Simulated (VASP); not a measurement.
Wanted: the native input for a VASP 6.6.1 run.

```yaml
Task: single point
Functional: HSE06
Potentials_or_basis: VASP PAW PBE potentials, release 64 (Si, C)
Cutoff: 400 eV
k_mesh: 1 × 1 × 1
Occupations: gaussian, width 0.01 eV
Spin: no spin polarisation
Grid_for_exact_exchange_PRECFOCK: Fast
Screening_parameter: 0.2 1/A
Further_INCAR_settings: PREC = Normal; LREAL = Auto; ALGO = Normal; EDIFF = 1e-07
```

Si28C29 (a cell with a defect):

```
CELL_PARAMETERS angstrom
1.54659 8.03635 0.00000
-7.73298 -2.67878 0.00000
0.00000 0.00000 10.12658
ATOMIC_POSITIONS crystal
Si 0.33169 0.66242 0.93758
Si 0.20255 0.23719 0.94741
Si 0.61937 0.52094 0.93951
Si 0.04795 0.80728 0.93772
Si 0.47635 0.09241 0.93938
Si 0.90537 0.37690 0.93992
Si 0.76296 0.94864 0.94008
Si 0.52274 0.90114 0.43785
Si 0.38013 0.47396 0.43858
Si 0.80557 0.75474 0.43616
Si 0.23678 0.04392 0.43811
Si 0.66623 0.32847 0.43854
Si 0.09423 0.61862 0.43601
Si 0.95118 0.18674 0.43909
Si 0.28903 0.86424 0.68814
Si 0.14783 0.45803 0.68186
Si 0.56949 0.71173 0.68884
Si 0.98170 0.96042 0.68169
Si 0.44803 0.28910 0.68867
Si 0.85636 0.55965 0.68711
Si 0.72013 0.13685 0.68809
Si 0.28499 0.85495 0.18757
Si 0.14101 0.42566 0.19015
Si 0.56935 0.70980 0.18762
Si 0.99771 0.99546 0.19021
Si 0.43016 0.28287 0.19111
Si 0.85614 0.56745 0.18755
Si 0.71390 0.13868 0.18844
C 0.34008 0.68422 0.74967
C 0.24312 0.33325 0.77077
C 0.62543 0.52589 0.75083
C 0.04261 0.78666 0.74937
C 0.48556 0.09718 0.75108
C 0.90507 0.37329 0.75081
C 0.76242 0.94516 0.75131
C 0.52259 0.90082 0.25006
C 0.37978 0.47237 0.25137
C 0.80651 0.75594 0.24995
C 0.23740 0.04496 0.25118
C 0.66696 0.32907 0.25201
C 0.09455 0.61781 0.24998
C 0.95147 0.18685 0.25202
C 0.28558 0.85605 0.50067
C 0.14188 0.42832 0.49828
C 0.57009 0.71074 0.50136
C 0.99663 0.99255 0.49817
C 0.42613 0.28243 0.50327
C 0.85536 0.56597 0.50020
C 0.71390 0.13822 0.50147
C 0.28552 0.85472 0.00057
C 0.14077 0.42493 0.00458
C 0.56981 0.71016 0.00035
C 0.99795 0.99593 0.00467
C 0.43666 0.28439 0.00639
C 0.85768 0.56834 0.00084
C 0.71419 0.13852 0.00088
C 0.17905 0.14419 0.77080
```

The input as run:

POSCAR

```
Si28C29                                 
1.0
    1.5465940000      8.0363460000      0.0000000000
   -7.7329770000     -2.6787820000      0.0000000000
    0.0000000000      0.0000000000     10.1265810000
  Si              C             
    28    29
Direct
     0.3316855389274690    0.6624166851315081    0.9375816213865104
     0.2025515917818515    0.2371903503382609    0.9474106232421519
     0.6193696081193575    0.5209350914137960    0.9395125784172599
     0.0479451524604269    0.8072837939109573    0.9377169285463584
     0.4763481528478447    0.0924144558729915    0.9393759078055894
     0.9053664038840166    0.3768968847217601    0.9399156476011257
     0.7629580683075854    0.9486449008413702    0.9400833715561121
     0.5227438505103821    0.9011397240504077    0.4378521069221982
     0.3801315108643929    0.4739587196608510    0.4385849680673932
     0.8055739133235660    0.7547368811605917    0.4361558258620812
     0.2367818473289248    0.0439210599095722    0.4381114679687596
     0.6662261024152495    0.3284739820532943    0.4385439663720573
     0.0942253245197382    0.6186210277571144    0.4360097119473080
     0.9511755928018342    0.1867397999928673    0.4390927081291562
     0.2890331562433941    0.8642355154286606    0.6881447975435881
     0.1478271503237097    0.4580309784901995    0.6818560522425408
     0.5694863916671977    0.7117265447880310    0.6888434466883813
     0.9817017843770169    0.9604227697605168    0.6816920428503296
     0.4480287420811117    0.2890982522722118    0.6886684957768741
     0.8563637715401106    0.5596545060602074    0.6871070313899255
     0.7201295592281997    0.1368473926069597    0.6880865825778130
     0.2849863952865745    0.8549493585037556    0.1875691010236379
     0.1410100272154290    0.4256571402543906    0.1901467621119284
     0.5693462106243368    0.7097986100447277    0.1876172977290795
     0.9977067752124055    0.9954633755356428    0.1902107769333124
     0.4301553412188482    0.2828722730692435    0.1911149163683811
     0.8561411035564712    0.5674522420897650    0.1875531533100253
     0.7138981015343231    0.1386798484205433    0.1884361865746420
     0.3400792269480391    0.6842225752453980    0.7496732342040339
     0.2431170289318567    0.3332546134129093    0.7707707931684493
     0.6254319537808017    0.5258883188429025    0.7508282535784714
     0.0426072355776983    0.7866590836747083    0.7493666641087232
     0.4855588449855277    0.0971779376022352    0.7510773424914974
     0.9050682220205485    0.3732886195660878    0.7508133846012512
     0.7624162209180709    0.9451588630886122    0.7513094877224770
     0.5225943261464149    0.9008226901251395    0.2500623249849483
     0.3797801019448204    0.4723689984801914    0.2513654156393622
     0.8065089704717860    0.7559445569763503    0.2499458761864126
     0.2374019620114629    0.0449595873752053    0.2511765381917361
     0.6669553908828806    0.3290720128348217    0.2520145873549709
     0.0945459520150605    0.6178073611508403    0.2499846755865324
     0.9514693921642453    0.1868544638455515    0.2520214915016244
     0.2855822795768086    0.8560459696445916    0.5006706159955546
     0.1418794525285218    0.4283153406677279    0.4982770982538714
     0.5700863527775990    0.7107402508649171    0.5013593046555762
     0.9966289162234204    0.9925526761348685    0.4981667756470898
     0.4261252363414902    0.2824297245295989    0.5032667277541886
     0.8553553028883603    0.5659678919468489    0.5002041007911788
     0.7138969539639811    0.1382236135045882    0.5014701924918368
     0.2855227069561256    0.8547240813246770    0.0005685649964431
     0.1407707096045696    0.4249280493627378    0.0045849787122832
     0.5698096019083768    0.7101619411542271    0.0003471977392182
     0.9979462996860549    0.9959270064965917    0.0046719450921259
     0.4366636754085944    0.2843890601386886    0.0063877595174344
     0.8576822740815692    0.5683395426521172    0.0008354233640386
     0.7141895751150731    0.1385199481916433    0.0008802381785480
     0.1790519459384825    0.1441944770250018    0.7707977205455582
```

INCAR.step1

```
ALGO     = Normal         # electronic algorithm
EDIFF    = 1E-5           # SCF threshold, eV
ENCUT    = 400            # plane-wave cutoff, eV
GGA      = PE             # functional
ICORELEVEL= 1            
ISIF     = 2              # what is computed and relaxed
ISMEAR   = 0              # smearing method
LASPH    = T              # aspherical terms in the spheres
LREAL    = Auto         
LWAVE    = T              # write WAVECAR
NELM     = 80             # most SCF steps
PREC     = Normal         # precision mode
SIGMA    = 0.01           # smearing width, eV
```

INCAR.step2

```
ALGO     = Normal         # electronic algorithm
EDIFF    = 1E-7           # SCF threshold, eV
ENCUT    = 400            # plane-wave cutoff, eV
GGA      = PE             # functional
HFSCREEN = 0.2            # screening, 1/A
ICORELEVEL= 1            
ISIF     = 2              # what is computed and relaxed
ISMEAR   = 0              # smearing method
ISTART   = 1            
LASPH    = T              # aspherical terms in the spheres
LCHARG   = F              # write CHGCAR
LHFCALC  = T              # exact exchange
LREAL    = Auto         
LWAVE    = F              # write WAVECAR
NELM     = 80             # most SCF steps
PREC     = Normal         # precision mode
PRECFOCK = Fast         
SIGMA    = 0.01           # smearing width, eV
```

KPOINTS

```
k-points
0
Gamma
  1 1 1
```

Potentials or basis: VASP PAW PBE potentials, release 64 (Si, C).

Command:

```console
$ cat potpaw_PBE.64/Si/POTCAR potpaw_PBE.64/C/POTCAR > POTCAR
$ cp INCAR.step1 INCAR
$ mpirun -np 8 vasp_gam > vasp.out
$ cp INCAR.step2 INCAR
$ mpirun -np 8 vasp_gam > vasp.out
```

Results of the run:

```json
{
  "Largest force": "0.636 eV/Å",
  "Band gap on the k mesh": "1.91 eV, direct"
}
```

Caveat: the PAW data sets were made with another functional, which shifts forces and pressure a little.

It took 110 s on 8 MPI ranks on Intel(R) Xeon(R) Platinum 8488C (Sapphire Rapids), with other jobs on the host, peak memory 0.38 GiB a rank.
